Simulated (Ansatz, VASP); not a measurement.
## CaP2Ru2 in two plane-wave programs

Wanted: the spread between two codes on one cell, functional and k mesh.

Program: Ansatz 0.2.0. Level of theory: plane waves, with VASP 6.6.1 beside it; relaxation of cell and atoms at r2SCAN. Results are calculated unless marked as measured.

### 1. The structure

Symmetry: I4/mmm, No. 139, tetragonal system. The conventional cell has a = 4.047 Å, b = 4.047 Å, c = 9.927 Å, α = 90.00°, β = 90.00°, γ = 90.00°. Nearest to Ca lie 10 P at 3.16 to 3.62 Å and 8 Ru at 3.20 Å. P has 4 Ru at 2.32 Å and 5 P at 2.69 to 3.65 Å and 5 Ca at 3.16 to 3.62 Å nearest. Nearest to Ru lie 4 P at 2.32 Å and 4 Ru at 2.86 Å and 4 Ca at 3.20 Å. Farther neighbours are not listed.

### 2. Ansatz: relaxation of cell and atoms, r2SCAN

Ansatz runs on its default PAW (the set named soft_2) files.

The relaxed volume is the usual yardstick between codes: its relative difference is about their pressure difference at one cell divided by the bulk modulus.

input.yaml reads:

```yaml
crystal:
  lattice:
    - [-2.0232976856, 2.0232976856, 4.9636705479]
    - [2.0232976856, -2.0232976856, 4.9636705479]
    - [2.0232976856, 2.0232976856, -4.9636705479]
  atoms:
    - { symbol: Ca, position: [0.0, 0.0, 0.0] }
    - { symbol: P, position: [0.6357114, 0.6357114, 0.0] }
    - { symbol: P, position: [0.3642886, 0.3642886, 0.0] }
    - { symbol: Ru, position: [0.75, 0.25, 0.5] }
    - { symbol: Ru, position: [0.25, 0.75, 0.5] }
hamiltonian:
  xc: r2scan
  pseudopotentials: { kind: paw }
kpoints:
  mp_grid: { grid: [9, 9, 9] }
scf:
  occupations: { method: fermi_dirac, width: 0.05 }
relax:
  f_tol: 0.01
  max_steps: 60
  cell: { stress_tol: 0.05 }
output:
  forces: true
  stress: true
  write_density: true
  write_potential: true
  elf: true
  volumetric_format: npy
```

On the command line:

```bash
ansatz run input.yaml --threads 4 --pin off --max-ram 9216MiB --backend cpu --events-out ev --progress --plain --runs-dir out
```

Numbers of over 12 decimals in the logs are rounded to 6 here.

Output:

```text
Engine: ansatz 0.2.0, aarch64-unknown-linux-gnu
Pseudopotentials: kind: paw
Pseudopotential: Ca, paw, valence charge 10, recommended cutoff 500 eV (meta_gga), Ca.paw.azcp
Pseudopotential: P, paw, valence charge 5, recommended cutoff 500 eV (meta_gga), P.paw.azcp
Pseudopotential: Ru, paw, valence charge 16, recommended cutoff 500 eV (meta_gga), Ru.paw.azcp
Functional definition: r2SCAN
  parameter k0 = 0.174
  parameter k1 = 0.065
  parameter a1 = 4.9479
  exchange = r2scan_x(k0 = k0, k1 = k1, a1 = a1)
  correlation = r2scan_c
Crystal: 5 atoms, lattice volume = 81.280 Å³
Basis set: ecut = 500 eV, 2083 PW (Γ), exchange–correlation on 180×180×180 points (64 copies of the dense FFT grid, shifted against one another)
Bands: 32, of which v1, the nominal top of the filled ones, is band 26 counted from 1 (25 counted from 0)
Symmetry: 16 space group operations
Space group: I4/mmm (ITA 139), of the structure as read, at distance tolerance 4.3e-5 Å
k-points: 75 of 729
Non-local potential: Ca, projectors of the file, l = 0: 3, l = 1: 2, l = 2: 2
Non-local potential: P, projectors of the file, l = 0: 2, l = 1: 2, l = 2: 2
Non-local potential: Ru, projectors of the file, l = 0: 3, l = 1: 2, l = 2: 2, l = 3: 1
PAW form: soft (Blöchl's): semilocal exchange-correlation on the pseudo side does not see the compensation charge
PAW frozen core: Ca, regenerated for the run's functional (the file was generated under x = pbe(κ = 0.804, μ = 0.219515), c = pbe(β = 0.066725))
PAW frozen core: P, regenerated for the run's functional (the file was generated under x = pbe(κ = 0.804, μ = 0.219515), c = pbe(β = 0.066725))
PAW frozen core: Ru, regenerated for the run's functional (the file was generated under x = pbe(κ = 0.804, μ = 0.219515), c = pbe(β = 0.066725))
PAW one-centre angular grid: Ca, 302 points (default); XC on 160 Gauss nodes
PAW one-centre angular grid: P, 302 points (default); XC on 160 Gauss nodes
PAW one-centre angular grid: Ru, 590 points (default); XC on 160 Gauss nodes
Initial density: superposition of atomic densities (neutral atoms: chi_scale 0, normalization atom), corrected by the library's trained network
Initial wavefunctions: pseudopotential atomic-orbital guess
Functional: x = r2scan, c = r2scan; τ floored in thin density (d = 2e-4 eV/Å³)
SCF iter   1: F=—  HF=-15126.496797 eV  |F-HF|=—  |Δ(HF+E_count)|=         —  Δρ=9.27e-3  dr2=9.81e-2  dr2_τ=5.22e-2  ethr=1.77e-3  ⟨swp⟩=8.7  Hψ=11877  notcnv=0  defer=2
preconditioner: auto → Kerker (q_TF=auto, 2.533 Å⁻¹)  [metal: Δε(μ)=0.080 eV  Ē_g=10.662 eV  σ=0.050 eV  W_gap=0.38  n_scr=24 (ndim 8)  ℏωp=24.0 eV  f_vac=0.000  D(μ)=1.22/eV (n_scr^D=2)]
SCF iter   2: F=—  HF=-15126.564403 eV  |F-HF|=—  |Δ(HF+E_count)|=   6.76e-2  Δρ=4.86e-3  dr2=1.88e-2  dr2_τ=1.78e-3  ethr=1.89e-4  ⟨swp⟩=3.3  Hψ=4604  notcnv=0  defer=44
SCF iter   3: F=—  HF=-15126.562392 eV  |F-HF|=—  |Δ(HF+E_count)|=   2.01e-3  Δρ=1.62e-3  dr2=3.91e-3  dr2_τ=1.76e-4  ethr=3.62e-5  ⟨swp⟩=2.9  Hψ=4147  notcnv=0  defer=44
SCF iter   4: F=—  HF=-15126.561841 eV  |F-HF|=—  |Δ(HF+E_count)|=   5.51e-4  Δρ=4.78e-4  dr2=3.38e-4  dr2_τ=1.50e-5  ethr=7.52e-6  ⟨swp⟩=2.4  Hψ=3358  notcnv=0  defer=44
SCF iter   5: F=—  HF=-15126.561814 eV  |F-HF|=—  |Δ(HF+E_count)|=   2.68e-5  Δρ=1.02e-4  dr2=1.23e-5  dr2_τ=9.92e-7  ethr=6.50e-7  ⟨swp⟩=2.0  Hψ=3250  notcnv=0  defer=44
SCF iter   6: F=—  HF=-15126.561828 eV  |F-HF|=—  |Δ(HF+E_count)|=   1.39e-5  Δρ=2.34e-5  dr2=5.57e-7  dr2_τ=6.57e-8  ethr=2.37e-8  ⟨swp⟩=2.0  Hψ=4056  notcnv=0  defer=44
SCF iter   7: F=-15126.561828 eV  HF=-15126.561828 eV  |F-HF|=1.18e-8  |Δ(HF+E_count)|=   7.57e-8  Δρ=6.65e-6  dr2=6.87e-8  dr2_τ=3.96e-9  ethr=1.92e-10  ⟨swp⟩=9.9  Hψ=16107  notcnv=0
SCF 1 converged in 7 iterations: F = -15126.561828 eV  dr2 = 6.87e-8
  greatest PAW one-centre occupation: 0.998 electrons in one spin orbital (limit 2), on the Ru atom at site 4 (counted from 0), in its partial waves of l = 1
relax step   1: F+E_penalty+E_count = -15126.56182806 eV  Δ(F+E_penalty+E_count) = +0.000e0 eV  max|allowed force component| = 5.749e-2 eV/Å  Δτ_max = 0.0000 Å  P = -0.322 GPa  Ω = 81.280 Å³  (7 SCF iters, dr2 threshold 1.00e-7 eV, accepted)
[...]
relax step   2: F+E_penalty+E_count = -15126.56292694 eV  Δ(F+E_penalty+E_count) = -1.099e-3 eV  max|allowed force component| = 2.930e-2 eV/Å  Δτ_max = 0.0063 Å  P = +0.098 GPa  Ω = 80.885 Å³  energy of the carried Pulay correction = +1.338e-4 eV  (5 SCF iters, dr2 threshold 4.38e-7 eV, accepted)
[...]
relax step   3: F+E_penalty+E_count = -15126.56352891 eV  Δ(F+E_penalty+E_count) = -6.020e-4 eV  max|allowed force component| = 2.524e-2 eV/Å  Δτ_max = 0.0044 Å  P = +0.168 GPa  Ω = 80.649 Å³  energy of the carried Pulay correction = +2.143e-4 eV  (5 SCF iters, dr2 threshold 1.68e-7 eV, accepted)
[...]
relax step   4: F+E_penalty+E_count = -15126.56361586 eV  Δ(F+E_penalty+E_count) = -8.695e-5 eV  max|allowed force component| = 2.222e-3 eV/Å  Δτ_max = 0.0020 Å  P = +0.022 GPa  Ω = 80.639 Å³  energy of the carried Pulay correction = +2.176e-4 eV  (4 SCF iters, dr2 threshold 1.16e-7 eV, accepted)
[...]
relax step   5: F+E_penalty+E_count = -15126.56342837 eV  Δ(F+E_penalty+E_count) = +1.875e-4 eV  max|allowed force component| = 2.103e-3 eV/Å  Δτ_max = 0.0000 Å  P = +0.021 GPa  Ω = 80.639 Å³  stress off target by 2.53e-2 GPa  SCF on the basis re-selected at this cell (its energy is not comparable with the rows above)  (6 SCF iters)
basis re-selected at this cell: Δ(F+E_penalty+E_count) = +1.875e-4 eV, ΔP = -0.001 GPa vs the last step (what re-selecting the basis moved, of the pressure what is left beyond the Pulay correction that the steps carried, after the strain that the cell walked since its last selection, with what the two solves' SCF thresholds leave and, on support functions, any second-order correction that the steps lacked; it is no m [...]
SCF converged after 6 iterations
Free energy (F): -15126.563428 eV
Harris-Foulkes:  -15126.563428 eV  (|F-HF|=0.00e0)
Internal energy: -15126.553356 eV  (E = F + TS)
E sigma→0 (E₀):  -15126.558392 eV
Entropy (-TS):   -0.010072 eV (-2.014 meV/atom)
Fermi energy:    14.772529 eV
--- Per-component energies (eV) ---
  E_band       = -419.197178
  E_kinetic    = 1462.107053
  E_local      = -4831.477797  (includes V_loc(G=0)·N_el)
  E_nonlocal   = 816.076375
  E_hartree    = 1740.626072
  E_xc         = -627.424491
  E_vxc        = -866.592039  (∫ρ·V_xc dr)
  E_paw        = -8975.026151  (= ΣΔE_a)
  E_vpaw       = -536.580122  (= ΣTr[D̂ρ^β])
  E_aug_tail   = 0.000169  (compensation charges beyond the density's cutoff)
  E_vtau       = 56.016939  (kinetic-family band-sum trace: ∫τ·v_τ [+ j·A + Jᵃ·Aᵃ] dr)
  E_ewald      = -4710.410327
  E_core_change = -1.024261  (= ΣΔE_core)
  E_smearing   = -0.010072  (= −TS)
  E_closure    = 0.000000  (closes the sum)
  Σ components = -15126.563428   (vs F -15126.563428, Δ=0.00e0)
--- Forces (eV/Å), atoms counted from 1 ---
  atom   1  Ca     0.00000000     0.00000000    -0.00000000
  atom   2  P      0.00000000     0.00000000    -0.00210251
  atom   3  P      0.00000000    -0.00000000     0.00210251
  atom   4  Ru     0.00000000     0.00000000     0.00000000
  atom   5  Ru     0.00000000     0.00000000     0.00000000
  max |Σ_I F_I| component: 6.94e-18 eV/Å
--- Stress (GPa, compression-positive) ---
        0.025267       0.000000      -0.000000
        0.000000       0.025267      -0.000000
       -0.000000       0.000000       0.011591
  P = ⅓ Tr σ = 0.0207 GPa (0.207 kbar)
--- Band table (eV; the first three rows and the last of 75) ---
  k-point 0: bands = [... 22 lower, 13.4378, 14.0267, 14.3770, 14.3770, 15.8228, 16.0149, 17.2114, 17.2114, ... 2 higher]
  k-point 1: bands = [... 22 lower, 13.3559, 13.6819, 13.9831, 14.1300, 15.4359, 16.1710, 16.5717, 17.9505, ... 2 higher]
  k-point 2: bands = [... 22 lower, 12.9393, 13.0834, 13.4505, 13.5938, 14.8691, 16.0665, 16.3501, 18.8882, ... 2 higher]
  k-point 74: bands = [... 22 lower, 13.8589, 13.9365, 14.4010, 15.7295, 15.9956, 16.7328, 17.8502, 18.5096, ... 2 higher]
--- Relaxed structure (4 steps of the walk, 4 accepted, 1 SCFs on fresh bases) ---
  F+E_penalty+E_count = -15126.56342837 eV   max|allowed force component| = 2.103e-3 eV/Å   (the final SCF, on the basis selected at the relaxed cell)
  cell:  # Å, volume = 80.6390 Å³
    - [-2.022884, 2.022884, 4.926555]
    - [2.022884, -2.022884, 4.926555]
    - [2.022884, 2.022884, -4.926555]
  atoms:
    - { symbol: Ca, position: [0, 0, 0] }
    - { symbol: P, position: [0.634435, 0.634435, 0] }
    - { symbol: P, position: [0.365565, 0.365565, 0] }
    - { symbol: Ru, position: [0.750000, 0.250000, 0.500000] }
    - { symbol: Ru, position: [0.250000, 0.750000, 0.500000] }
```

Wall time 32 s (4 threads of Arm Neoverse V1, shared host); peak memory 0.96 GiB.

### 3. VASP: relaxation of cell and atoms, r2SCAN

The same cell, functional, mesh and smearing now go to VASP, with its own data sets and cutoff.

Lines of VASP's logs that name or quote its potential files are left out, and so is its time.

INCAR reads:

```
SYSTEM = CaP2Ru2
PREC = Accurate
ENCUT = 520
EDIFF = 1E-06
NELM = 100
ISMEAR = -1
SIGMA = 0.05
LREAL = .FALSE.
ALGO = Normal
METAGGA = R2SCAN
LASPH = .TRUE.
NBANDS = 30
LORBIT = 11
LWAVE = .FALSE.
LCHARG = .FALSE.
KPAR = 4
IBRION = 2
NSW = 60
ISIF = 3
EDIFFG = -0.01
```

POSCAR reads:

```
CaP2Ru2
1.0
   -2.0232976856      2.0232976856      4.9636705479
    2.0232976856     -2.0232976856      4.9636705479
    2.0232976856      2.0232976856     -4.9636705479
Ca P Ru
1 2 2
Direct
    0.0000000000      0.0000000000      0.0000000000
    0.6357114000      0.6357114000      0.0000000000
    0.3642886000      0.3642886000      0.0000000000
    0.7500000000      0.2500000000      0.5000000000
    0.2500000000      0.7500000000      0.5000000000
```

KPOINTS reads:

```
Automatic mesh
0
Gamma
9 9 9
0 0 0
```

Potentials, in the order of the species: Ca_sv, P and Ru_pv (PBE family, release 64).

On the command line:

```bash
mpirun -np 4 vasp_std
```

Output:

```text
[banner, memory and clock lines left out]
running    4 mpi-ranks, on    1 nodes
 distrk:  each k-point on    1 cores,    4 groups
 distr:  one band on    1 cores,    1 groups

 POSCAR found type information on POSCAR CaP Ru
 POSCAR found :  3 types and       5 ions
|                                                                             |
|               ----> ADVICE to this user running VASP <----                  |
|                                                                             |
|     You enforced a specific xc type in the INCAR file but a different       |
|     [... a line on the potential file left out ...]
|     I HOPE YOU KNOW WHAT YOU ARE DOING!                                     |
|                                                                             |

 LDA part: xc-table for (None), standard interpolation
 POSCAR, INCAR and KPOINTS ok, starting setup
 FFT: planning ... GRIDC
 FFT: planning ... GRID_SOFT
 FFT: planning ... GRID
 WAVECAR not read
 entering main loop
       N       E                     dE             d eps       ncg     rms          rms(c)
DAV:   1     0.445352266313E+03    0.44535E+03   -0.27291E+04  4500   0.166E+03
DAV:   2    -0.702835104055E+02   -0.51564E+03   -0.50031E+03  4782   0.477E+02
DAV:   3    -0.941780910199E+02   -0.23895E+02   -0.23161E+02  6394   0.957E+01
DAV:   4    -0.950498018841E+02   -0.87171E+00   -0.86809E+00  7436   0.138E+01
DAV:   5    -0.950630652230E+02   -0.13263E-01   -0.13254E-01  5856   0.174E+00    0.285E+01
DAV:   6    -0.814198241446E+02    0.13643E+02   -0.20458E+01  5538   0.346E+01    0.744E+00
DAV:   7    -0.809497769076E+02    0.47005E+00   -0.38975E+00  5364   0.132E+01    0.616E+00
DAV:   8    -0.809613171344E+02   -0.11540E-01   -0.24774E-01  6106   0.305E+00    0.206E+00
DAV:   9    -0.809541757844E+02    0.71413E-02   -0.82135E-02  5532   0.192E+00    0.422E-01
DAV:  10    -0.809539421785E+02    0.23361E-03   -0.48260E-03  5722   0.452E-01    0.170E-01
DAV:  11    -0.809539300212E+02    0.12157E-04   -0.81758E-04  6506   0.141E-01    0.731E-02
DAV:  12    -0.809539481280E+02   -0.18107E-04   -0.65012E-05  6728   0.439E-02    0.337E-02
DAV:  13    -0.809539462821E+02    0.18459E-05   -0.31106E-05  5574   0.351E-02    0.974E-03
DAV:  14    -0.809539463248E+02   -0.42708E-07   -0.17552E-06  4348   0.832E-03
   1 F= -.80953946E+02 E0= -.80948895E+02  d E =-.809539E+02
[...]
2 F= -.80954210E+02 E0= -.80949157E+02  d E =-.263980E-03
[...]
3 F= -.80954454E+02 E0= -.80949400E+02  d E =-.507982E-03
[...]
4 F= -.80954570E+02 E0= -.80949515E+02  d E =-.115496E-03
[...]
5 F= -.80954557E+02 E0= -.80949502E+02  d E =-.102289E-03
[...]
6 F= -.80954582E+02 E0= -.80949526E+02  d E =-.127213E-03
[...]
7 F= -.80954582E+02 E0= -.80949527E+02  d E =-.127781E-03
 curvature:  -0.59 expect dE=-0.146E-04 dE for cont linesearch -0.294E-06
 ZBRENT: bisectioning
 opt :   0.4193  next Energy=   -80.954585 (dE=-0.131E-03)
 bond charge predicted
       N       E                     dE             d eps       ncg     rms          rms(c)
DAV:   1    -0.809545907646E+02   -0.84810E-05   -0.91642E-04  4542   0.203E-01    0.310E-02
DAV:   2    -0.809545811886E+02    0.95760E-05   -0.34610E-05  5552   0.372E-02    0.145E-02
DAV:   3    -0.809545785893E+02    0.25993E-05   -0.78209E-06  5192   0.173E-02    0.374E-03
DAV:   4    -0.809545788918E+02   -0.30246E-06   -0.12245E-06  3882   0.693E-03
   8 F= -.80954579E+02 E0= -.80949524E+02  d E =-.124585E-03
 curvature:  -6.43 expect dE=-0.285E-03 dE for cont linesearch -0.373E-04
 trial: gam=-0.11587 g(F)=  0.499E-05 g(S)=  0.394E-04 ort = 0.888E-04 (trialstep = 0.354E+00)
 search vector abs. value=  0.420E-04
 reached required accuracy - stopping structural energy minimisation
```

From OUTCAR (step 3):

```text
ion  position               nearest neighbor table
   1  0.000  0.000  0.000-   4 3.20   5 3.20   4 3.20   5 3.20   4 3.20   5 3.20   4 3.20   5 3.20

  LATTYP: Found a body centered tetragonal cell.
 ALAT       =     4.0465953712
 C/A-ratio  =     2.4532576611

 Subroutine GETGRP returns: Found 16 space group operations
 (whereof 16 operations were pure point group operations)

The static configuration has the point symmetry D_4h.

 Found     75 irreducible k-points:

   k-points           NKPTS =     75   k-points in BZ     NKDIM =     75   number of bands    NBANDS=     30

   dimension x,y,z NGX =    48 NGY =   48 NGZ =   48
   dimension x,y,z NGXF=    96 NGYF=   96 NGZF=   96

   ENCUT  =  520.0 eV  38.22 Ry    6.18 a.u.  10.65 10.65 10.65*2*pi/ulx,y,z

   NELECT =      48.0000    total number of electrons

 k-points in reciprocal lattice and weights: Automatic mesh
   0.00000000  0.00000000  0.00000000       0.001
   0.11111111  0.00000000  0.00000000       0.011
   0.22222222  0.00000000  0.00000000       0.011
   0.33333333  0.00000000  0.00000000       0.011
   0.44444444  0.00000000  0.00000000       0.011
   0.11111111  0.11111111  0.00000000       0.011
   0.22222222  0.11111111  0.00000000       0.022
   0.33333333  0.11111111  0.00000000       0.022
   0.44444444  0.11111111  0.00000000       0.022
[...]
-0.44444444  0.44444444  0.44444444       0.005
  -0.44444444 -0.44444444  0.44444444       0.003

 average (electrostatic) potential at core
       1 -44.5175       2 -83.3006       3 -83.3006       4 -75.6349       5 -75.6349

 E-fermi :   9.0871

 k-point     1 :       0.0000    0.0000    0.0000
  band No.  band energies     occupation
    ...
     20       7.6771      2.00000
     21       7.7681      2.00000
     22       8.3459      2.00000
     23       8.6970      1.99918
     24       8.6970      1.99918
     25      10.1439      0.00000
     26      10.3361      0.00000
     27      11.5495      0.00000
     28      11.5495      0.00000
     29      12.3782      0.00000
    ...

 k-point     2 :       0.1111    0.0000    0.0000
  band No.  band energies     occupation
    ...
     20       7.5348      2.00000
     21       7.7627      2.00000
     22       8.1535      2.00000
     23       8.5005      1.99998
     24       8.5669      1.99994
     25       9.9876      0.00000
     26      10.4207      0.00000
     27      11.3512      0.00000
     28      11.7560      0.00000
     29      12.6318      0.00000
    ...

 k-point     3 :       0.2222    0.0000    0.0000
  band No.  band energies     occupation
    ...
     20       7.2122      2.00000
     21       7.6151      2.00000
     22       7.7298      2.00000
     23       8.0062      2.00000
     24       8.3551      2.00000
     25       9.8730      0.00000
     26      10.4612      0.00000
     27      11.2180      0.00000
     28      12.1729      0.00000
     29      13.1856      0.00000
    ...

  Total        0.0396398      0.0396398     -0.0306909      0.0000000     -0.0000000      0.0000000
  in kB        0.7849284      0.7849284     -0.6077273      0.0000000     -0.0000000      0.0000000
  external PRESSURE =       0.3207099 kB  Pullay stress =       0.0000000 kB

  energy-cutoff  :      520.00
  volume of cell :       80.91
      direct lattice vectors                 reciprocal lattice vectors
    -2.023151578  2.023151578  4.941913521     0.000000000  0.247139169  0.101175384
     2.023151578 -2.023151578  4.941913521     0.247139169  0.000000000  0.101175384
     2.023151578  2.023151578 -4.941913521     0.247139169  0.247139169  0.000000000

 POSITION                                       TOTAL-FORCE (eV/Angst)
 -----------------------------------------------------------------------------------
      0.00000      0.00000      0.00000        -0.000000     -0.000000      0.000000
      0.00000      0.00000      6.27477         0.000000      0.000000      0.007194
      0.00000      0.00000      3.60905        -0.000000     -0.000000     -0.007194
     -0.00000      2.02315      2.47096        -0.000000     -0.000000     -0.000000
      2.02315     -0.00000      2.47096        -0.000000     -0.000000      0.000000
 -----------------------------------------------------------------------------------
    total drift:                                0.000000     -0.000000      0.000000

  FREE ENERGIE OF THE ION-ELECTRON SYSTEM (eV)
  ---------------------------------------------------
  free  energy   TOTEN  =       -80.9545788918 eV

  energy  without entropy=      -80.9444682006  energy(sigma->0) =      -80.94952355

 reached required accuracy - stopping structural energy minimisation

 total charge
# of ion       s       p       d       tot
------------------------------------------
    1        2.033   5.857   0.270   8.159
    2        1.014   1.433   0.000   2.447
    3        1.014   1.433   0.000   2.447
    4        0.341   6.306   6.253  12.900
    5        0.341   6.306   6.253  12.900
--------------------------------------------------
tot          4.742  21.334  12.775  38.852

[... 3 further parts left out ...]
```

### 4. Differences

Known differences besides the potentials themselves: VASP keeps PBE cores, Ansatz makes them for the functional; both relaxations stop at a tolerance, which leaves soft axes loose, and VASP keeps its plane-wave basis; the data sets hold 52 valence electrons in Ansatz (default PAW (the set named soft_2) files) and 48 in VASP; the cutoff is 500 eV in Ansatz and 520 eV in VASP; Ansatz adds a Pulay correction to the stress that steers its cell, VASP none. Total energies have different zeros and are not compared.

Both answers:

```csv
quantity,Ansatz,VASP,difference
volume (Å³),80.64,80.91,-0.34 %
"edge a after relaxation, in the typed setting (Å)",5.697,5.710,-0.24 %
```

The walks stopped with 0.02 GPa left in Ansatz and 0.03 GPa in VASP; each walk ends within a tolerance, so the volume difference is uncertain by about these residues over the bulk modulus, most in soft cells.

### 5. Results

| Property | Result |
| --- | --- |
| difference in volume (relaxation of cell and atoms, r2SCAN) | -0.34 % |

What this shows: The difference in volume is -0.34 % (relaxation of cell and atoms, r2SCAN), within the 1.2 % picked in this series as the mark of a large difference, as far as the stopping tolerances let one tell. Such differences can come from data sets, numerical settings and the points named under the comparisons, not from the functional's error against experiment.

[Lines on the potential files, build, host, timing and source positions are cut from VASP's logs without a mark.]

[Logs are printed without paths, hosts, clocks, repeated set-up lines and the standing remarks that a program may print on its own settings, such as how far it seeks lower states.]

[Hosts, paths, dates, database ids (printed as entryN), source tags and the programs' standing remarks are cut or masked in the printed files.]
